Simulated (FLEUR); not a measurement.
# free Co(001) film, 1 layer: anisotropy by force theorems

Aim: the anisotropy of free Co(001) film, 1 layer from single passes in the potential of one collinear state.

Method: PBE; all-electron FLAPW film, Dirac cores, scalar-relativistic bands, in FLEUR MaX-R8.1.

## Step 1: Starting point

The cell holds 1 atom: 1 Co. Its edges and angles: a = 2.507 Å, b = 2.507 Å, c = 14.000 Å, α = 90.0°, β = 90.0°, γ = 90.0°. Layers at typed spacings, unrelaxed. Vacuum lies along c.

As a file:

```cif
data_structure
_symmetry_space_group_name_H-M 'P 1'
_symmetry_Int_Tables_number 1
_cell_length_a 2.5067
_cell_length_b 2.5067
_cell_length_c 14.0000
_cell_angle_alpha 90.000
_cell_angle_beta 90.000
_cell_angle_gamma 90.000
_cell_volume 87.97
loop_
_atom_site_label
_atom_site_type_symbol
_atom_site_fract_x
_atom_site_fract_y
_atom_site_fract_z
_atom_site_occupancy
Co1 Co 0.00000 0.00000 0.50000 1
```

## Step 2: Reference state

The force theorems are single passes in this state's potential, so it has to be converged first.

No symmetry is used, so that later steps may turn the spins freely; k and −k are joined. FLEUR takes the sheet as a true film: the images along c are dropped, heights are typed in bohr, and the vacuum on both sides is semi-infinite. inpgen writes inp.xml from crystal.txt; cutoffs, mixing, functional, smearing and local orbitals are then set in the file. The k list scf (kpts.xml, not shown) is a Γ-centred 12×12×1 mesh; where the ranks do not divide the number of points, some are split in two of half the weight.

inp.xml

```
<?xml version="1.0" encoding="UTF-8" standalone="no"?>
<fleurInput fleurInputVersion="0.39">
   <comment>
      Co
   </comment>
   <calculationSetup>
      <cutoffs Kmax="3.64" Gmax="10.9" GmaxXC="10.9" numbands="0"/>
      <scfLoop itmax="150" minDistance="0.00002" maxIterBroyd="15" imix="Anderson" alpha="0.03" precondParam="0.0" spinf="2.0" sdNocoIR="T"/>
      <coreElectrons ctail="F" frcor="F" kcrel="0" coretail_lmax="0"/>
      <xcFunctional name="pbe" relativisticCorrections="F"/>
      <magnetism jspins="2" l_noco="F" l_ss="F">
         <qss>0.0 0.0 0.0</qss>
         <mtNocoParams l_mperp="F" l_mtNocoPot="F" l_relaxSQA="F" mag_mixing_scheme="0" mix_RelaxWeightOffD="1.0" l_constrained="F" mix_constr="1.0"/>
         <sourceFreeMag l_sourceFree="F" l_scaleMag="F" mag_scale="1.0"/>
      </magnetism>
      <soc l_soc="F" theta="0.0" phi="0.0" spav="F"/>
      <expertModes spex="0" secvar="F"/>
      <geometryOptimization l_f="F" forcealpha="1.0" forcemix="BFGS" epsdisp="0.00001" epsforce="0.00001"/>
      <ldaU l_linMix="F" mixParam="0.05" spinf="1.0"/>
   </calculationSetup>
   <cell>
      <bzIntegration valenceElectrons="17.0" mode="hist" fermiSmearingEnergy="0.00183747">
         <kPointListSelection listName="scf"/>
         <xi:include xmlns:xi="http://www.w3.org/2001/XInclude" href="kpts.xml"> </xi:include>
      </bzIntegration>
      <xi:include xmlns:xi="http://www.w3.org/2001/XInclude" href="sym.xml"> </xi:include>
      <filmLattice scale="1.0" dVac="5.3" dTilda="7.8">
         <bravaisMatrixFilm>
            <row-1>    4.7369764765348199     0.0000000000000000</row-1>
            <row-2>    0.0000000000000000     4.7369764765348199</row-2>
         </bravaisMatrixFilm>
         <vacuumEnergyParameters vacuum="1" spinUp="-.25" spinDown="-.25"/>
         <vacuumEnergyParameters vacuum="2" spinUp="-.25" spinDown="-.25"/>
      </filmLattice>
   </cell>
   <atomSpecies>
      <species name="Cobalt (Co2.000" element="Co" atomicNumber="27">
         <mtSphere radius="2.25" gridPoints="745" logIncrement="0.016"/>
         <atomicCutoffs lmax="8" lnonsphr="6"/>
         <electronConfig flipSpins="F">
            <coreConfig>(1s1/2) (2s1/2) (2p1/2) (2p3/2)</coreConfig>
            <valenceConfig>(3s1/2) (3p1/2) (3p3/2) (4s1/2) (3d3/2) (3d5/2)</valenceConfig>
            <stateOccupation state="(3d3/2)" spinUp="1.5" spinDown="1.3"/>
            <stateOccupation state="(3d5/2)" spinUp="3.0" spinDown="1.2"/>
         </electronConfig>
         <energyParameters s="4" p="4" d="3" f="4"/>
         <lo type="SCLO" l="0" n="3" eDeriv="0"/>
         <lo type="SCLO" l="1" n="3" eDeriv="0"/>
      </species>
   </atomSpecies>
   <atomGroups>
      <atomGroup species="Cobalt (Co2.000">
         <filmPos label="                   1">.0000000000 .0000000000 .0000000000</filmPos>
         <force calculate="T" relaxXYZ="TTT"/>
         <nocoParams  alpha="0.0" beta="0.0"/>
      </atomGroup>
   </atomGroups>
   <output dos="F" band="F" slice="F">
      <bandDOS minEnergy="-.5*Htr" maxEnergy="0.5*Htr" sigma="0.015" storeEVData="T"/>
      <plotting iplot="0" polar="F">
         <plot TwoD="T" vec1="  1.0  0.0  0.0" vec2="  0.0  1.0  0.0" vec3="  0.0  0.0  1.0" zero="  0.0  0.0 -0.5" file="plot"/>
      </plotting>
      <moessbauerParams electricFieldGradient="F" isomerShift="F" coreHyperfine="F" valenceHyperfine="F"/>
   </output>
</fleurInput>
```

crystal.txt

```
Co
&input film=T cartesian=F /
2.50670000000  0.00000000000  0.00000000000
0.00000000000  2.50670000000  0.00000000000
0.00000000000  0.00000000000  1.00000000000
1.8897261246
1.0 1.0 1.0

1
27 0.00000000000  0.00000000000  0.00000000000 : 2.000

&kpt div1=12 div2=12 div3=1 gamma=T /
```

Run with:

```bash
$ OMP_NUM_THREADS=1 inpgen -f crystal.txt -nosym -noco > inpgen.log  # inp.xml is then edited as shown
$ OMP_NUM_THREADS=1 mpirun -n 4 fleur_MPI > fleur.log
```

Output:

```text
Welcome to FLEUR        (www.flapw.de)
      MaX-Release 8.1          (www.max-centre.eu)

 ========== k-point set info ==========
 Selected k-point list: scf
 k-point list type: mesh
 0 x 0 x 0
 Number of k points: 76

 ------------Calculation Setup---------------------------
 Number of MPI-tasks      :            4
 Number of PE/node        :            4
 Number of OMP-threads    :            1
 k-points in parallel     :            4
 pe's per k-point         :            1
 No of k-point loops      :           19
 Eigenvalue solver        :       lapack
 Number of basis functions:          156
 Approximate size of matrices (H+S) per k-point:         0.001 GB
 --------------------------------------------------------
 Complex matrix made real
 Complex matrix made real
 Iteration:     1   Distance:      17.03691375 me/bohr^3
 Iteration:     2   Distance:      14.32514388 me/bohr^3
 Iteration:     3   Distance:       7.78597187 me/bohr^3
 Iteration:     4   Distance:       7.24922575 me/bohr^3
 Iteration:     5   Distance:       3.37992893 me/bohr^3
 Iteration:     6   Distance:       3.31175382 me/bohr^3
 Iteration:     7   Distance:       3.31124475 me/bohr^3
 Iteration:     8   Distance:       0.65097056 me/bohr^3
 Iteration:     9   Distance:       0.74098317 me/bohr^3
 Iteration:    10   Distance:       0.49160079 me/bohr^3
 Iteration:    11   Distance:       0.25896892 me/bohr^3
 Iteration:    12   Distance:       0.27219731 me/bohr^3
 Iteration:    13   Distance:       0.11987465 me/bohr^3
 Iteration:    14   Distance:       0.04649536 me/bohr^3
 Iteration:    15   Distance:       0.04664943 me/bohr^3
 Iteration:    16   Distance:       0.04173829 me/bohr^3
 Iteration:    17   Distance:       0.02906929 me/bohr^3
 Iteration:    18   Distance:       0.01919558 me/bohr^3
 Iteration:    19   Distance:       0.01608536 me/bohr^3
 Iteration:    20   Distance:       0.00562364 me/bohr^3
 Iteration:    21   Distance:       0.00183163 me/bohr^3
 Iteration:    22   Distance:       0.00312517 me/bohr^3
 Iteration:    23   Distance:       0.00096947 me/bohr^3
 Iteration:    24   Distance:       0.00067936 me/bohr^3
 Iteration:    25   Distance:       0.00008904 me/bohr^3
 Iteration:    26   Distance:       0.00002744 me/bohr^3
 Iteration:    27   Distance:       0.00002602 me/bohr^3
 Iteration:    28   Distance:       0.00000387 me/bohr^3

 ********************************************************************
 Run finished successfully
 Stop message:
   all done
 ********************************************************************

--- out.xml (last complete iteration) ---
<iteration numberForCurrentRun="   28" overallNumber="   28">
         <energyParameters units="Htr">
            <atomicEP atomType="1" spin="1" branch="4s" branchLowest="-3.70" branchHighest="1.35" value="-0.2812424219"/>
            <atomicEP atomType="1" spin="1" branch="4p" branchLowest="-2.34" branchHighest="1.95" value="-0.1384346314"/>
            <atomicEP atomType="1" spin="1" branch="3d" branchLowest="-9.99" branchHighest="-0.14" value="-0.2591766105"/>
            <atomicEP atomType="1" spin="1" branch="4f" branchLowest="-9.99" branchHighest="3.15" value="0.1823321285"/>
            <loAtomicEP atomType="1" spin="1" branch="3s" branchLowest="-32.95" branchHighest="-3.70" value="-3.7046641645"/>
            <loAtomicEP atomType="1" spin="1" branch="3p" branchLowest="-28.20" branchHighest="-2.34" value="-2.3554371782"/>
            <vacuumEP vacuum="1" spin="1" vzIR="-0.2514647737" vzInf="0.0000000000" value="-0.2500000000"/>
            <vacuumEP vacuum="2" spin="1" vzIR="-0.2514647763" vzInf="-0.0000000034" value="-0.2500000034"/>
            <atomicEP atomType="1" spin="2" branch="4s" branchLowest="-3.61" branchHighest="1.40" value="-0.2678597558"/>
            <atomicEP atomType="1" spin="2" branch="4p" branchLowest="-2.25" branchHighest="2.01" value="-0.1290991327"/>
            <atomicEP atomType="1" spin="2" branch="3d" branchLowest="-9.99" branchHighest="-0.06" value="-0.1891771293"/>
            <atomicEP atomType="1" spin="2" branch="4f" branchLowest="-9.99" branchHighest="3.21" value="0.1888002968"/>
            <loAtomicEP atomType="1" spin="2" branch="3s" branchLowest="-32.90" branchHighest="-3.61" value="-3.6166235122"/>
            <loAtomicEP atomType="1" spin="2" branch="3p" branchLowest="-28.16" branchHighest="-2.25" value="-2.2694789724"/>
            <vacuumEP vacuum="1" spin="2" vzIR="-0.2566619106" vzInf="0.0000000000" value="-0.2500000000"/>
            <vacuumEP vacuum="2" spin="2" vzIR="-0.2566619132" vzInf="-0.0000000034" value="-0.2500000034"/>
         </energyParameters>
         <bandgap value="0.0000000064" units="eV"/>
         <sumValenceSingleParticleEnergies value="-23.3720144037" units="Htr"/>
         <FermiEnergy value="-0.1720810589" units="Htr"/>
         <valenceDensity>
            <mtCharges spin="1">
               <mtCharge atomType="1" total="8.8221930" s="1.1911751" p="3.0606784" d="4.5652826" f="0.0037484"/>
            </mtCharges>
            <mtCharges spin="2">
               <mtCharge atomType="1" total="6.7591434" s="1.1753917" p="3.0798780" d="2.4994821" f="0.0033001"/>
            </mtCharges>
            <spinDependentCharge spin="1" total="9.4958261" interstitial="0.5785198" mtSpheres="8.8221930" vacuum1="0.0475566" vacuum2="0.0475566"/>
            <spinDependentCharge spin="2" total="7.5041741" interstitial="0.6319921" mtSpheres="6.7591434" vacuum1="0.0565193" vacuum2="0.0565193"/>
            <totalCharge value="17.0000002279"/>
         </valenceDensity>
         <coreStates atomType="     1" atomicNumber=" 27" spin="1" kinEnergy="    624.7522455089" eigValSum="   -396.4339807541" lostElectrons=" 0.000000">
            <state n="1" l="0" j="0.5" energy="-278.8864722074" weight="1.0000000000"/>
            <state n="2" l="0" j="0.5" energy="-32.9452250358" weight="1.0000000000"/>
            <state n="2" l="1" j="0.5" energy="-28.5636853429" weight="1.0000000000"/>
            <state n="2" l="1" j="1.5" energy="-28.0192990840" weight="2.0000000000"/>
         </coreStates>
         <coreStates atomType="     1" atomicNumber=" 27" spin="2" kinEnergy="    625.1638634621" eigValSum="   -396.3000309790" lostElectrons=" 0.000000">
            <state n="1" l="0" j="0.5" energy="-278.8866571111" weight="1.0000000000"/>
            <state n="2" l="0" j="0.5" energy="-32.9040887634" weight="1.0000000000"/>
            <state n="2" l="1" j="0.5" energy="-28.5333253345" weight="1.0000000000"/>
            <state n="2" l="1" j="1.5" energy="-27.9879798849" weight="2.0000000000"/>
         </coreStates>
         <allElectronCharges>
            <spinDependentCharge spin="1" total="14.4958261" interstitial="0.5785198" mtSpheres="13.8221930" vacuum1="0.0475566" vacuum2="0.0475566"/>
            <spinDependentCharge spin="2" total="12.5041741" interstitial="0.6319921" mtSpheres="11.7591434" vacuum1="0.0565193" vacuum2="0.0565193"/>
            <totalCharge value="27.0000002282"/>
         </allElectronCharges>
         <magneticMomentsInMTSpheres units="muBohr">
            <globalMagMoment atomType="1" vec="0.00000   0.00000   2.06305"/>
            <localMagMoment atomType="1" vec="0.00000   0.00000   2.06305"/>
         </magneticMomentsInMTSpheres>
         <moessbauerParams unitsHFF="kG" unitsIS="e/bohr^3" unitsEFG="Htr/bohr^2">
         </moessbauerParams>
         <totalEnergy value="    -1393.4006285954" units="Htr">
            <sumOfEigenvalues value="     -816.1060261367">
               <coreElectrons value="-792.7340117331"/>
               <valenceElectrons value="-23.3720144037"/>
            </sumOfEigenvalues>
            <densityCoulombPotentialIntegral value="-2152.5842723808"/>
            <densityEffectivePotentialIntegral value="-2229.9732071034"/>
            <chargeDenXCDenIntegral value="-59.6043639658"/>
            <FockExchangeEnergyValence value="0.0000000000"/>
            <FockExchangeEnergyCore value="0.0000000000"/>
            <atomTypeDependentContributions atomType="1">
               <electronNucleiInteractionDifferentMTs value="1665.4326909896"/>
               <MadelungTerm value="-5.9386184163"/>
            </atomTypeDependentContributions>
            <tkbTimesEntropy value="0.0005910810"/>
            <freeEnergy value="-1393.4012196764"/>
            <extrapolationTo0K value="-1393.4009241359"/>
         </totalEnergy>
         <densityConvergence units="me/bohr^3">
            <chargeDensity spin="1" distance="0.0000009772"/>
            <chargeDensity spin="2" distance="0.0000037334"/>
            <overallChargeDensity distance="0.0000038481"/>
            <spinDensity distance="0.0000038703"/>
         </densityConvergence>
      </iteration>
```

It took 41 s on 4 MPI ranks of Arm Neoverse V1, shared host; peak memory 0.49 GiB.

This step gave:

| Item | Value |
| --- | --- |
| free energy | -37916.3788 eV |
| program's band gap on this mesh (in a metal only a level spacing) | 6.40e-9 eV |
| magnetization | 1.992 μB |
| final state | ferromagnetic |
| largest moment | 2.063 μB |

After 28 cycles the largest moment stands at 2.06 μB.

## Step 3: Anisotropy by the force theorem, rung 1

Anisotropy is a small difference, so it is taken from sums over occupied states at a frozen potential, where most errors cancel.

One pass with spin–orbit coupling for each direction, from the saved density. Inversion lets half of the mesh serve, which the program's warning doesn't know. The k list mae (kpts.xml, not shown) is a Γ-centred 20×20×1 mesh.

Edit inp.xml of step 2 so:

```diff
@@ -6,4 +6,4 @@
    <calculationSetup>
-      <cutoffs Kmax="3.64" Gmax="10.9" GmaxXC="10.9" numbands="0"/>
-      <scfLoop itmax="150" minDistance="0.00002" maxIterBroyd="15" imix="Anderson" alpha="0.03" precondParam="0.0" spinf="2.0" sdNocoIR="T"/>
+      <cutoffs Kmax="3.64" Gmax="10.9" GmaxXC="10.9" numbands="33"/>
+      <scfLoop itmax="1" minDistance="0.00002" maxIterBroyd="15" imix="Anderson" alpha="0.03" precondParam="0.0" spinf="2.0" sdNocoIR="T"/>
       <coreElectrons ctail="F" frcor="F" kcrel="0" coretail_lmax="0"/>
@@ -15,3 +15,3 @@
       </magnetism>
-      <soc l_soc="F" theta="0.0" phi="0.0" spav="F"/>
+      <soc l_soc="T" theta="0.0" phi="0.0" spav="F"/>
       <expertModes spex="0" secvar="F"/>
@@ -22,3 +22,3 @@
       <bzIntegration valenceElectrons="17.0" mode="hist" fermiSmearingEnergy="0.00183747">
-         <kPointListSelection listName="scf"/>
+         <kPointListSelection listName="mae"/>
          <xi:include xmlns:xi="http://www.w3.org/2001/XInclude" href="kpts.xml"> </xi:include>
@@ -64,2 +64,5 @@
    </output>
+   <forceTheorem>
+      <MAE theta="0.0 1.5707963 1.5707963" phi="0.0 0.0 1.5707963"/>
+   </forceTheorem>
 </fleurInput>
```

Run with:

```bash
$ OMP_NUM_THREADS=1 mpirun -n 4 fleur_MPI -warn_only > fleur.log
```

Output:

```text
[banner, memory and clock lines left out]
Welcome to FLEUR        (www.flapw.de)
      MaX-Release 8.1          (www.max-centre.eu)
************FLEUR-Warning*****************
Error message: k-point set is not compatible to missing time-reversal symmetry in calculation.
Error occurred in subroutine: gen_bz
Error from PE:0/4
*****************************************

 ========== k-point set info ==========
 Selected k-point list: mae
 k-point list type: mesh
 0 x 0 x 0
 Number of k points: 204

 [... set-up left out ...]
 ********************************************************************
 Run finished successfully
 Stop message:
   Forcetheorem MAE
 ********************************************************************

--- out.xml (force theorem) ---
<Forcetheorem_MAE Angles="3" units="Htr">
            <Angle theta="0.0000000" phi="0.0000000" ev-sum="-23.372597400"/>
            <Angle theta="1.5707963" phi="0.0000000" ev-sum="-23.372643581"/>
            <Angle theta="1.5707963" phi="1.5707963" ev-sum="-23.372643581"/>
         </Forcetheorem_MAE>
```

The job ended after 6.8 s (4 MPI ranks; peak memory 0.33 GiB; 27 s of CPU time).

Anisotropy energies, by row:

| axis | x | y | z | band energy less the first axis' (meV a cell) |
| --- | --- | --- | --- | --- |
| z | 0 | 0 | 1 | 0 |
| x | 1 | 0 | 0 | -1.257 |
| y | 0 | 1 | 0 | -1.257 |

Shape anisotropy is not in these numbers.

## Step 4: Energy against the direction of the moments, rung 2

A second rung shows how far the first can be trusted.

The k list mae (kpts.xml, not shown) is a Γ-centred 30×30×1 mesh.

inp.xml is that of step 3.

Output:

```text
[banner, memory and clock lines left out]
Welcome to FLEUR        (www.flapw.de)
      MaX-Release 8.1          (www.max-centre.eu)
************FLEUR-Warning*****************
Error message: k-point set is not compatible to missing time-reversal symmetry in calculation.
Error occurred in subroutine: gen_bz
Error from PE:0/4
Other PEs with error messages:
     1-k-point set is not compatible to missing time-reversal symmetry in calculation.
     2-k-point set is not compatible to missing time-reversal symmetry in calculation.
[...]
Error occurred in subroutine: gen_bz
Error from PE:1/4
*****************************************
 [... set-up left out ...]
 ********************************************************************
 Run finished successfully
 Stop message:
   Forcetheorem MAE
 ********************************************************************

--- out.xml (force theorem) ---
<Forcetheorem_MAE Angles="3" units="Htr">
            <Angle theta="0.0000000" phi="0.0000000" ev-sum="-23.372686795"/>
            <Angle theta="1.5707963" phi="0.0000000" ev-sum="-23.372731935"/>
            <Angle theta="1.5707963" phi="1.5707963" ev-sum="-23.372731935"/>
         </Forcetheorem_MAE>
```

Wall time 13 s (4 MPI ranks); peak memory 0.42 GiB.

Anisotropy energies, by row:

| axis | x | y | z | band energy less the first axis' (meV a cell) |
| --- | --- | --- | --- | --- |
| z | 0 | 0 | 1 | 0 |
| x | 1 | 0 | 0 | -1.228 |
| y | 0 | 1 | 0 | -1.228 |

(Part 1 of 2 ends here.)

[Logs and program files are shortened in this print: banners, set-up blocks, solver, clock and traceback lines can be left out without a mark of their own.]

[Logs are printed without paths, hosts, clocks, repeated set-up lines and the standing remarks that a program may print on its own settings, such as how far it seeks lower states.]

[Hosts, paths, dates, database ids (printed as entryN), source tags and the programs' standing remarks are cut or masked in the printed files.]

[Where a cell is said to come from a database of computed structures, the database is the Materials Project.]
